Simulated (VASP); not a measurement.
# Si in VASP: one cell, several levels of theory

What does VASP give for Si built on the lonsdaleite prototype, the cell held fixed? Runs: PBE, r2SCAN. The results are then set beside those of Ansatz 0.2.0 for the same cell.

The runs shown are made with VASP 6.6.1. PAW datasets, plane waves. Calculated at 0 K for a non-magnetic cell.

### 1 The structure to begin with

The cell comes from an earlier relaxation with r2SCAN in another program, then strained, with the atoms relaxed again.

It is hexagonal, P6_3/mmc (No. 194); conventional cell a = 3.832 Å, c = 6.341 Å, 20.16 Å³ an atom. Near Si stand 4 Si at 2.35–2.37 Å.

As a file:

Space group P6_3/mmc (No. 194). a = 3.832 Å, b = 3.832 Å, c = 6.341 Å, α = 90.00°, β = 90.00°, γ = 120.00°
| atom | site | symmetry | x | y | z |
| --- | --- | --- | --- | --- | --- |
| Si | 4f | 3m. | 0.3333 | 0.6667 | 0.5631 |

### 2 PBE

File INCAR:

```
ENCUT = 520.000000
SIGMA = 0.020000
EDIFF = 1.00e-07
GGA = PE
PREC = Accurate
IBRION = -1
ISIF = 2
ISMEAR = -1
NBANDS = 16
NELM = 120
NSW = 0
LASPH = .TRUE.
LCHARG = .FALSE.
LWAVE = .FALSE.
LREAL = .FALSE.
```

File KPOINTS:

```
KPOINTS created by Atomic Simulation Environment
0
Gamma
12 12 4
0 0 0
```

File KPOINTS_OPT:

```
special points
7
Reciprocal
0.0000000000 0.0000000000 0.0000000000 1
0.5000000000 0.0000000000 0.0000000000 1
0.3333333333 0.3333333333 0.0000000000 1
0.0000000000 0.0000000000 0.5000000000 1
0.5000000000 0.0000000000 0.5000000000 1
0.3333333333 0.3333333333 0.5000000000 1
0.0000000000 0.5000000000 0.0000000000 1
```

File POSCAR:

```
Si
 1.0000000000000000
     3.8321295589639761    0.0000000000000000    0.0000000000000000
    -1.9160647794819881    3.3187215486560602    0.0000000000000000
     0.0000000000000000    0.0000000000000000    6.3412168604500563
 Si
   4
Cartesian
  0.0000000000000001  2.2124810324373736  0.0035570476877611
  1.9160647794819881  1.1062405162186868  3.1741654779127892
  0.0000000000000001  2.2124810324373736  2.3743992749810103
  1.9160647794819881  1.1062405162186868  5.5450077052060394
```

The run uses the recommended PBE PAW datasets (16 valence electrons a neutral cell).

Run with:

```
$ mpirun -np 1 vasp_std
```

Printed to the terminal (iteration lines stand in OSZICAR):

```text
POSCAR found type information on POSCAR Si
 POSCAR found :  1 types and       4 ions
 LDA part: xc-table for (Slater+PW92), standard interpolation
 POSCAR, INCAR and KPOINTS ok, starting setup
 FFT: planning ... GRIDC
 FFT: planning ... GRID_SOFT
 FFT: planning ... GRID
 WAVECAR not read
 entering main loop
 Start KPOINTS_OPT (optional k-point list driver)
k-point batch [1-7\7]
```

OSZICAR:

```text
N       E                     dE             d eps       ncg     rms          rms(c)
DAV:   1     0.268410636449E+02    0.26841E+02   -0.59725E+03  1824   0.818E+02
DAV:   2    -0.200913691310E+02   -0.46932E+02   -0.42586E+02  2504   0.122E+02
DAV:   3    -0.219873316094E+02   -0.18960E+01   -0.18814E+01  2472   0.228E+01
DAV:   4    -0.220097385529E+02   -0.22407E-01   -0.22401E-01  2248   0.319E+00
DAV:   5    -0.220101269767E+02   -0.38842E-03   -0.38840E-03  2544   0.399E-01    0.684E+00
DAV:   6    -0.217633439289E+02    0.24678E+00   -0.99311E-02  2112   0.149E+00    0.417E+00
DAV:   7    -0.216496190415E+02    0.11372E+00   -0.21049E-01  2216   0.227E+00    0.242E-01
DAV:   8    -0.216519019390E+02   -0.22829E-02   -0.14973E-02  2232   0.615E-01    0.107E-01
DAV:   9    -0.216523953404E+02   -0.49340E-03   -0.63812E-04  2384   0.146E-01    0.824E-02
DAV:  10    -0.216525179097E+02   -0.12257E-03   -0.13407E-04  2144   0.580E-02    0.120E-02
DAV:  11    -0.216525205614E+02   -0.26517E-05   -0.51572E-06  2400   0.125E-02    0.844E-03
DAV:  12    -0.216525223147E+02   -0.17532E-05   -0.19328E-06  2184   0.747E-03    0.120E-03
DAV:  13    -0.216525221666E+02    0.14809E-06   -0.15928E-07  2328   0.205E-03    0.703E-04
DAV:  14    -0.216525221739E+02   -0.73151E-08   -0.14106E-08  1392   0.746E-04
   1 F= -.21652522E+02 E0= -.21652522E+02  d E =-.941643E-07
       N       E                     dE             ncg
DAV:   1     0.184027217046E+04   -0.24705E+04      224
DAV:   2     0.152314504746E+04   -0.31713E+03      312
DAV:   3     0.151030486041E+04   -0.12840E+02      296
DAV:   4     0.151012625855E+04   -0.17860E+00      280
DAV:   5     0.151012352600E+04   -0.27325E-02      288
DAV:   6     0.151012345964E+04   -0.66367E-04      296
DAV:   7     0.151012345752E+04   -0.21170E-05      304
DAV:   8     0.151012345744E+04   -0.84847E-07      240
```

The lines after F= are the extra pass for the points of KPOINTS_OPT, at fixed density; their E is not a total energy.

From OUTCAR:

```text
k-points           NKPTS =     57   k-points in BZ     NKDIM =     57   number of bands    NBANDS=     16

   NELECT =      16.0000    total number of electrons

   dimension x,y,z NGX =    30 NGY =   30 NGZ =   48
   dimension x,y,z NGXF=    60 NGYF=   60 NGZF=   96

  energy-cutoff  :      520.00
  volume of cell :       80.65
      direct lattice vectors                 reciprocal lattice vectors
     3.832129559  0.000000000  0.000000000     0.260951511  0.150660425  0.000000000
    -1.916064779  3.318721549  0.000000000     0.000000000  0.301320851  0.000000000
     0.000000000  0.000000000  6.341216860     0.000000000  0.000000000  0.157698439

 k-points in reciprocal lattice and weights: KPOINTS created by Atomic Simulation Env
   0.00000000  0.00000000  0.00000000       0.002
   0.08333333  0.00000000  0.00000000       0.010
   0.16666667  0.00000000  0.00000000       0.010
   0.25000000  0.00000000  0.00000000       0.010
   0.33333333  0.00000000  0.00000000       0.010
   0.41666667  0.00000000  0.00000000       0.010
   0.50000000  0.00000000  0.00000000       0.005
   0.08333333  0.08333333  0.00000000       0.010
[... 49 more k-points ...]

 E-fermi :   6.2195

 k-point     1 :       0.0000    0.0000    0.0000
  band No.  band energies     occupation
      1      -6.1688      2.00000
      2      -3.8959      2.00000
      3      -1.1959      2.00000
      4       4.5011      2.00000
      5       4.5011      2.00000
      6       5.6521      2.00000
      7       6.0105      1.99994
      8       6.0105      1.99994
      9       7.0515      0.00000
     10       8.0201      0.00000
     11       8.0201      0.00000
     12       8.3329      0.00000
     13       9.5089      0.00000
     14      10.1790      0.00000
     15      10.1790      0.00000
     16      11.9411      0.00000

 k-point     2 :       0.0833    0.0000    0.0000
  band No.  band energies     occupation
      1      -6.0880      2.00000
      2      -3.8134      2.00000
      3      -1.1527      2.00000
      4       3.8139      2.00000
      5       4.3318      2.00000
      6       5.3874      2.00000
      7       5.5330      2.00000
      8       5.8586      2.00000
      9       7.4829      0.00000
     10       8.1841      0.00000
     11       8.2731      0.00000
     12       8.4096      0.00000
     13       9.7790      0.00000
     14      10.4099      0.00000
     15      10.4897      0.00000
     16      11.4335      0.00000

 k-point     3 :       0.1667    0.0000    0.0000
  band No.  band energies     occupation
      1      -5.8476      2.00000
      2      -3.5675      2.00000
      3      -1.0508      2.00000
      4       2.6312      2.00000
      5       3.9560      2.00000
      6       4.1607      2.00000
      7       5.1764      2.00000
      8       5.5129      2.00000
      9       7.3620      0.00000
     10       8.6381      0.00000
     11       8.8122      0.00000
     12       9.2939      0.00000
     13       9.4621      0.00000
     14      10.6713      0.00000
     15      11.3086      0.00000
     16      11.7100      0.00000

 k-point     4 :       0.2500    0.0000    0.0000
  band No.  band energies     occupation
      1      -5.4553      2.00000
      2      -3.1645      2.00000
      3      -1.0154      2.00000
      4       1.6023      2.00000
      5       2.8506      2.00000
      6       3.5599      2.00000
      7       4.6161      2.00000
      8       5.1401      2.00000
      9       7.0564      0.00000
     10       9.0056      0.00000
     11       9.0348      0.00000
     12       9.1888      0.00000
     13       9.5917      0.00000
     14      11.1605      0.00000
     15      12.0686      0.00000
     16      12.4563      0.00000

 k-point     5 :       0.3333    0.0000    0.0000
  band No.  band energies     occupation
      1      -4.9313      2.00000
      2      -2.6217      2.00000
      3      -1.3335      2.00000
      4       1.1222      2.00000
      5       1.6168      2.00000
      6       3.2400      2.00000
      7       3.9506      2.00000
      8       4.8351      2.00000
      9       6.7515      0.00000
     10       8.6656      0.00000
     11       9.2334      0.00000
     12       9.2409      0.00000
     13       9.5108      0.00000
     14      12.2235      0.00000
     15      13.0016      0.00000
     16      13.1212      0.00000

 k-point     6 :       0.4167    0.0000    0.0000
  band No.  band energies     occupation
      1      -4.3411      2.00000
      2      -1.9998      2.00000
      3      -1.9983      2.00000
      4       0.5677      2.00000
      5       1.2110      2.00000
      6       3.0373      2.00000
      7       3.3289      2.00000
      8       4.6406      2.00000
      9       6.5220      0.00000
     10       8.4323      0.00000
     11       9.0519      0.00000
     12       9.1636      0.00000
     13      10.0734      0.00000
     14      12.4042      0.00000
     15      12.5001      0.00000
     16      13.9543      0.00000

 k-point     7 :       0.5000    0.0000    0.0000
  band No.  band energies     occupation
      1      -3.9871      2.00000
      2      -2.4144      2.00000
      3      -1.6150      2.00000
      4       0.0388      2.00000
      5       1.3597      2.00000
      6       2.9682      2.00000
      7       3.0325      2.00000
      8       4.5741      2.00000
      9       6.4373      0.00004
     10       8.3524      0.00000
     11       8.9973      0.00000
     12       9.1280      0.00000
     13      10.4093      0.00000
     14      12.0432      0.00000
     15      12.4628      0.00000
     16      14.1577      0.00000

 k-point     8 :       0.0833    0.0833    0.0000
  band No.  band energies     occupation
      1      -5.9273      2.00000
      2      -3.6491      2.00000
      3      -1.0793      2.00000
      4       2.9993      2.00000
      5       3.9519      2.00000
      6       4.5485      2.00000
      7       5.3252      2.00000
      8       5.5375      2.00000
      9       7.8533      0.00000
     10       8.0823      0.00000
     11       8.5623      0.00000
     12       9.1376      0.00000
     13      10.1468      0.00000
     14      10.1742      0.00000
     15      10.9420      0.00000
     16      11.5044      0.00000

[... the tables of k-points 9 to 57 left out ...]

  Total        0.6250134      0.6250134      0.5285163      0.0000000      0.0000000     -0.0000000
  in kB       12.4169888     12.4169888     10.4999043      0.0000000      0.0000000     -0.0000000
  external PRESSURE =      11.7779606 kB  Pullay stress =       0.0000000 kB

 POSITION                                       TOTAL-FORCE (eV/Angst)
 -----------------------------------------------------------------------------------
      0.00000      2.21248      0.00356         0.000000     -0.000000     -0.003249
      1.91606      1.10624      3.17417        -0.000000      0.000000     -0.003249
      0.00000      2.21248      2.37440         0.000000      0.000000      0.003249
      1.91606      1.10624      5.54501        -0.000000      0.000000      0.003249
 -----------------------------------------------------------------------------------
    total drift:                                0.000000      0.000000      0.000000

  FREE ENERGIE OF THE ION-ELECTRON SYSTEM (eV)
  ---------------------------------------------------
  free  energy   TOTEN  =       -21.6525221739 eV

  energy  without entropy=      -21.6525220797  energy(sigma->0) =      -21.65252213
```

Hardware: 1 MPI rank of Intel Xeon Platinum 8488C, shared host.

The levels at the points of KPOINTS_OPT are read from vasprun.xml.

Levels at the named points, in eV from the top of band v (v: the last filled band by count, c: the next):

```tsv
point	v−1	v	c	c+1
Γ	0.00	0.00	1.04	2.01
M	-2.98	-1.44	0.43	2.34
K	-3.57	-3.32	0.84	5.35
A	-0.92	-0.92	1.81	1.81
L	-2.41	-2.41	0.92	0.92
H	-1.99	-1.99	1.56	1.56
```

Gap with PBE: 0.43 eV, valence top at Γ, conduction bottom at M. Least direct gap: 1.04 eV. Pressure: 1.18 GPa; the forces vanish within 0.01 eV/Å.

[end of part 1 of 2]
